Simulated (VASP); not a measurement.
# Pd (P6_3/mmc) in VASP: notebook

One crystal, Pd, is run at these levels: PBE; tasks: single point.

All numbers are computed with VASP 6.6.1; they aren't measurements. Logs are shortened: lines on timing, memory, paths and dates and some standing lists are left out, and cuts for length are marked.

### Step 1. The crystal as given

The structure is hexagonal, space group P6_3/mmc (No. 194). Conventional cell: a = 2.784 Å, b = 2.784 Å, c = 4.629 Å, α = 90.00°, β = 90.00°, γ = 120.00°. Around Pd (site symmetry -6m2) lie 12 Pd at 2.78 to 2.82 Å.

This isn't the form of Pd at room conditions, which is fcc.

### Step 2. Single point, PBE, collinear spin, typed start

The input, INCAR:

```
SYSTEM = Pd
PREC = Accurate
ENCUT = 520
EDIFF = 1E-6
ISMEAR = 0
SIGMA = 0.1
LREAL = .False.
LASPH = .True.
NELM = 150
ALGO = Normal
ISIF = 2
LWAVE = .False.
LCHARG = .False.
ISPIN = 2
MAGMOM = 1 1
LORBIT = 11
LMAXMIX = 4
GGA = PE
NBANDS = 21
```

The input, KPOINTS:

```
Automatic mesh
0
Gamma
  6 6 4
  0 0 0
```

The input, POSCAR:

```
Pd
1.0
    2.7836650458      0.0000000000      0.0000000000
   -1.3918325229      2.4107246453      0.0000000000
    0.0000000000      0.0000000000      4.6288930000
Pd
2
Direct
    0.6666666700      0.3333333300      0.7500000000
    0.3333333300      0.6666666700      0.2500000000
```

Potentials or basis: VASP PAW PBE potentials, release 64 (Pd).

Launch:

```
$ cat potpaw_PBE.64/Pd/POTCAR > POTCAR
$ mpirun -np 1 vasp_std > vasp.out
```

OUTCAR:

```text
SYSTEM = Pd
   PREC = Accurate
   ENCUT = 520
   EDIFF = 1E-6
   ISMEAR = 0
   LREAL = .False.
   LASPH = .True.
   NELM = 150
   ISIF = 2
   ISPIN = 2
   LORBIT = 11
   GGA = PE

 ion  position               nearest neighbor table
   1  0.667  0.333  0.750-   2 2.82   2 2.82   2 2.82   2 2.82   2 2.82   2 2.82
   2  0.333  0.667  0.250-   1 2.82   1 2.82   1 2.82   1 2.82   1 2.82   1 2.82

  LATTYP: Found a hexagonal cell.
 ALAT       =     2.7836650458
 C/A-ratio  =     1.6628771507

  Lattice vectors:

 A1 = (   2.7836650458,   0.0000000000,   0.0000000000)
 A2 = (  -1.3918325229,   2.4107246453,   0.0000000000)
 A3 = (   0.0000000000,   0.0000000000,   4.6288930000)

Analysis of symmetry for initial positions (statically):
=====================================================================
 Subroutine PRICEL returns:
 Original cell was already a primitive cell.

 Routine SETGRP: Setting up the symmetry group for a
 hexagonal supercell.

 Subroutine GETGRP returns: Found 24 space group operations
 (whereof 12 operations were pure point group operations)
 out of a pool of 24 trial point group operations.

The static configuration has the point symmetry D_3d.
 The point group associated with its full space group is D_6h.

Analysis of symmetry for dynamics (positions and initial velocities):
=====================================================================
 Subroutine PRICEL returns:
 Original cell was already a primitive cell.

 Routine SETGRP: Setting up the symmetry group for a
 hexagonal supercell.

 Subroutine GETGRP returns: Found 24 space group operations
 (whereof 12 operations were pure point group operations)
 out of a pool of 24 trial point group operations.

The dynamic configuration has the point symmetry D_3d.
 The point group associated with its full space group is D_6h.

Analysis of structural, dynamic, and magnetic symmetry:
=====================================================================
 Subroutine PRICEL returns:
 Original cell was already a primitive cell.

 Routine SETGRP: Setting up the symmetry group for a
 hexagonal supercell.

 Subroutine GETGRP returns: Found 24 space group operations
 (whereof 12 operations were pure point group operations)
 out of a pool of 24 trial point group operations.

The overall configuration has the point symmetry D_3d.
 The point group associated with its full space group is D_6h.

 Subroutine INISYM returns: Found 24 space group operations
 (whereof 12 operations are pure point group operations),
 and found     1 'primitive' translations

----------------------------------------------------------------------------------------

                                     Primitive cell
[... 113 lines left out ...]
   LHFCALC =     F    Hartree Fock is set to
   AEXX    =    0.0000 exact exchange contribution
   IVDW    =     0    specifies the selected vdW correction
   LEPSILON=     F    determine dielectric tensor
   LRPA    =     F    only Hartree local field effects (RPA)
 spin polarized calculation
 Gauss-broadening in eV      SIGMA  =   0.10
  energy-cutoff  :      520.00
  volume of cell :       31.06
 maximum number of plane-waves:       854
 NGX is ok and might be reduce to    24
   NGX = 11   NGY = 11   NGZ = 17

 number of electron      20.0000008 magnetization       0.7848615

 Free energy of the ion-electron system (eV)
  ---------------------------------------------------
  ext. energy  EPLUGINS =         0.00000000
  ---------------------------------------------------
  free energy    TOTEN  =       -10.40386402 eV

  energy without entropy =      -10.38270104  energy(sigma->0) =      -10.39328253

 E-fermi :   8.9080     XC(G=0): -12.8686

 val. band max:        8.9079154344   @ k =   0.3333   0.0000   0.2500
 cond. band min:       8.9198396749   @ k =   0.5000   0.0000   0.2500
 fundamental gap:      0.0119242405
 Fermi energy:         8.9079921478

 spin component 1

 k-point     1 :       0.0000    0.0000    0.0000
  band No.  band energies     occupation
      1       2.1769      1.00000
      2       3.9189      1.00000
      3       6.0618      1.00000
      4       6.2632      1.00000
      5       6.2632      1.00000
      6       6.5853      1.00000
[... 493 lines left out ...]
     20      29.1300      0.00000
     21      32.4081      0.00000
 Fermi energy:         8.9079921478

 spin component 2

 k-point     1 :       0.0000    0.0000    0.0000
  band No.  band energies     occupation
      1       2.1989      1.00000
      2       4.1023      1.00000
      3       6.3453      1.00000
      4       6.5397      1.00000
      5       6.5397      1.00000
      6       6.8697      1.00000
[... 493 lines left out ...]
     20      29.1581      0.00000
     21      32.4485      0.00000

------------------------ aborting loop because EDIFF is reached ----------------------------------------

  FORCE on cell =-STRESS in cart. coord.  units (eV):
  Direction    XX          YY          ZZ          XY          YZ          ZX
  --------------------------------------------------------------------------------------
  -------------------------------------------------------------------------------------
  Total       -0.3205270     -0.3205270     -0.4589403     -0.0000000     -0.0000000      0.0000000
  in kB      -16.5323080    -16.5323080    -23.6714597     -0.0000000     -0.0000000      0.0000000
  external PRESSURE =     -18.9120252 kB  Pullay stress =       0.0000000 kB

 VOLUME and BASIS-vectors are now :
 -----------------------------------------------------------------------------
  energy-cutoff  :      520.00
  volume of cell :       31.06
      direct lattice vectors                 reciprocal lattice vectors
     2.783665046  0.000000000  0.000000000     0.359238624  0.207406516  0.000000000
    -1.391832523  2.410724645  0.000000000     0.000000000  0.414813032  0.000000000
     0.000000000  0.000000000  4.628893000     0.000000000  0.000000000  0.216034374

 POSITION                                       TOTAL-FORCE (eV/Angst)
 -----------------------------------------------------------------------------------
      1.39183      0.80357      3.47167         0.000000      0.000000      0.000000
     -0.00000      1.60715      1.15722        -0.000000     -0.000000      0.000000
 -----------------------------------------------------------------------------------
    total drift:                               -0.000001      0.000001     -0.000000

  FREE ENERGIE OF THE ION-ELECTRON SYSTEM (eV)
  ---------------------------------------------------
  free  energy   TOTEN  =       -10.4038640158 eV

  energy  without entropy=      -10.3827010426  energy(sigma->0) =      -10.39328253

 total charge

# of ion       s       p       d       tot
------------------------------------------
    1        0.468   0.431   8.437   9.336
    2        0.468   0.431   8.437   9.336
--------------------------------------------------
tot          0.935   0.863  16.874  18.672

 magnetization (x)

# of ion       s       p       d       tot
------------------------------------------
    1       -0.001  -0.008   0.404   0.394
    2       -0.001  -0.008   0.404   0.394
--------------------------------------------------
tot         -0.003  -0.017   0.807   0.788
```

Run time: 43 s. Hardware: 1 thread of Intel Xeon Platinum 8259CL at 2.50GHz (Skylake/Cascade Lake), shared host; peak memory 0.17 GiB.

Results:

```
Free energy                                           : -10.4039 eV
Pressure                                              : -1.9 GPa
Band gap on the k mesh                                : none (metal or under the smearing width)
Net moment                                            : 0.78 μB per cell
Site moments                                          : Pd +0.39 μB
Valence electrons inside the program's atomic spheres : Pd 9.34
```

Caveat: the k mesh is coarse (spacing up to 0.43 Å⁻¹), so the values aren't converged.

### Step 3. Single point, PBE, collinear spin, typed start

The input, INCAR:

```
SYSTEM = Pd
PREC     = Accurate       ! precision mode
ENCUT    = 520            ! plane-wave cutoff, eV
EDIFF    = 1E-6           ! SCF threshold, eV
ISMEAR   = 0              ! smearing method
SIGMA    = 0.068          ! smearing width, eV
LREAL    = .False.        ! projectors in reciprocal space
LASPH    = .True.         ! aspherical terms in the spheres
NELM     = 150            ! most SCF steps
ALGO     = Fast           ! electronic algorithm
ISIF     = 2              ! what is computed and relaxed
LWAVE    = .False.        ! write WAVECAR
LCHARG   = .True.         ! write CHGCAR
ISPIN    = 2              ! spin polarisation
MAGMOM   = 0.43 0.43      ! initial moments
LORBIT   = 11             ! projections on sites
LMAXMIX  = 4              ! l up to which the mixer works
GGA      = PE             ! functional
LELF     = .True.         ! ELF
LVHAR    = .True.       
NBANDS   = 21             ! bands
```

KPOINTS is that of step 2.

The input, POSCAR:

```
Pd
1.0
    2.7836650458      0.0000000000      0.0000000000
   -1.3918325229      2.4107246453      0.0000000000
    0.0000000000      0.0000000000      4.6288930000
Pd
2
Direct
    0.6666666667      0.3333333333      0.7500000000
    0.3333333333      0.6666666667      0.2500000000
```

Potentials or basis: VASP PAW PBE potentials, release 64 (Pd).

Launch:

```
$ cat potpaw_PBE.64/Pd/POTCAR > POTCAR
$ mpirun -np 1 vasp_std > vasp.out
```

It took 34 s on 1 thread of Intel Xeon Platinum 8259CL at 2.50GHz (Skylake/Cascade Lake), shared host; peak memory 0.17 GiB.

Results (log left out):

```yaml
Free_energy: -10.3980 eV
Pressure: -1.8 GPa
Band_gap_on_the_k_mesh: none (metal or under the smearing width)
Net_moment: 0.86 μB per cell
Site_moments: Pd +0.43 μB
Valence_electrons_inside_the_program's_atomic_spheres: Pd 9.34
```

Stress tensor (GPa, compression positive):
```
-1.38  0.00  0.00
 0.00 -1.38  0.00
 0.00  0.00 -2.75
```

Levels at points of the mesh, in eV from the Fermi level:
Spin up:
```tsv
k point	band 8	band 9	band 10	band 11	band 12	band 13
(0.00, 0.00, 0.00)	-1.72	-1.72	-0.40	-0.40	1.00	6.57
(0.50, 0.00, 0.00)	-0.16	-0.15	0.03	2.49	4.34	9.41
(0.00, 0.00, 0.50)	-2.69	-0.82	-0.82	-0.82	-0.82	13.70
(0.50, 0.00, 0.50)	-0.57	-0.04	-0.04	2.66	2.66	7.82
```
Spin down:
| k point | band 8 | band 9 | band 10 | band 11 | band 12 | band 13 |
| --- | --- | --- | --- | --- | --- | --- |
| (0.00, 0.00, 0.00) | -1.40 | -1.40 | -0.06 | -0.06 | 1.00 | 6.77 |
| (0.50, 0.00, 0.00) | 0.19 | 0.20 | 0.38 | 2.65 | 4.50 | 9.49 |
| (0.00, 0.00, 0.50) | -2.39 | -0.49 | -0.49 | -0.49 | -0.49 | 13.79 |
| (0.50, 0.00, 0.50) | -0.27 | 0.31 | 0.31 | 2.72 | 2.72 | 8.00 |

Caveat: the k mesh is coarse (spacing up to 0.43 Å⁻¹), so the values aren't converged.

### Step 4. Single point, PBE, collinear spin, typed start

The input, INCAR:

```
PREC     = Accurate       # precision mode
ENCUT    = 520            # plane-wave cutoff, eV
EDIFF    = 1E-6           # SCF threshold, eV
ISMEAR   = 0              # smearing method
SIGMA    = 0.016          # smearing width, eV
LREAL    = F              # projectors in reciprocal space
LASPH    = T              # aspherical terms in the spheres
NELM     = 150            # most SCF steps
ALGO     = Normal         # electronic algorithm
ISIF     = 2              # what is computed and relaxed
LWAVE    = F              # write WAVECAR
LCHARG   = T              # write CHGCAR
ISPIN    = 2              # spin polarisation
MAGMOM   = 0.43 0.43      # initial moments
LORBIT   = 11             # projections on sites
LMAXMIX  = 4              # l up to which the mixer works
GGA      = PE             # functional
LELF     = T              # ELF
LVHAR    = T            
NBANDS   = 21             # bands
```

The input, KPOINTS:

```
regular mesh
0
Gamma
  6 6 4
```

POSCAR is that of step 3.

Launch:

```
$ cat potpaw_PBE.64/Pd/POTCAR > POTCAR
$ mpirun -np 1 vasp_std > vasp.out
```

It took 38 s on 1 thread of Intel Xeon Platinum 8259CL at 2.50GHz (Skylake/Cascade Lake), shared host; peak memory 0.17 GiB.

It converged, with:

- Free energy: -10.3914 eV
- Pressure: -2.4 GPa
- Band gap on the k mesh: none (metal or under the smearing width)
- Net moment: 0.50 μB per cell
- Site moments: Pd +0.25 μB
- Valence electrons inside the program's atomic spheres: Pd 9.34

Stress tensor (GPa, compression positive):
```
-3.20  0.00  0.00
 0.00 -3.20  0.00
 0.00  0.00 -0.70
```

Levels at points of the mesh, in eV from the Fermi level:
Spin up:
| k point | band 7 | band 8 | band 9 | band 10 | band 11 | band 12 | band 13 | band 14 |
| --- | --- | --- | --- | --- | --- | --- | --- | --- |
| (0.00, 0.00, 0.00) | -2.28 | -1.62 | -1.62 | -0.30 | -0.30 | 1.03 | 6.62 | 17.13 |
| (0.50, 0.00, 0.00) | -1.65 | -0.10 | -0.06 | 0.08 | 2.52 | 4.37 | 9.42 | 9.72 |
| (0.00, 0.00, 0.50) | -2.65 | -2.65 | -0.73 | -0.73 | -0.73 | -0.73 | 13.73 | 13.73 |
| (0.50, 0.00, 0.50) | -0.49 | -0.49 | 0.01 | 0.01 | 2.68 | 2.68 | 7.87 | 7.87 |
Spin down:
| k point | band 7 | band 8 | band 9 | band 10 | band 11 | band 12 | band 13 | band 14 |
| --- | --- | --- | --- | --- | --- | --- | --- | --- |
| (0.00, 0.00, 0.00) | -2.10 | -1.45 | -1.45 | -0.11 | -0.11 | 1.03 | 6.74 | 17.12 |
| (0.50, 0.00, 0.00) | -1.53 | 0.11 | 0.14 | 0.29 | 2.62 | 4.47 | 9.47 | 9.77 |
| (0.00, 0.00, 0.50) | -2.47 | -2.47 | -0.54 | -0.54 | -0.54 | -0.54 | 13.78 | 13.78 |
| (0.50, 0.00, 0.50) | -0.31 | -0.31 | 0.21 | 0.21 | 2.72 | 2.72 | 7.97 | 7.97 |

Caveat: the k mesh is coarse (spacing up to 0.43 Å⁻¹), so the values aren't converged.

### Step 5. Summary

| smearing | gap on the mesh (eV) | pressure (GPa) | moment (μB) |
| --- | --- | --- | --- |
| gaussian 0.1 eV | none | -1.9 | 0.78 |
| gaussian 0.068 eV | none | -1.8 | 0.86 |
| gaussian 0.016 eV | none | -2.4 | 0.50 |

Alike in all rows: task single point; level PBE; potentials or basis VASP PAW PBE potentials, release 64 (Pd); spin collinear, typed start; cell as given; k mesh 6 × 6 × 4; cutoff (eV) 520; the mesh is coarse, so values aren't converged.

Caveats: all runs use coarse meshes.

Absolute energies hang on the potentials; compare differences alone.
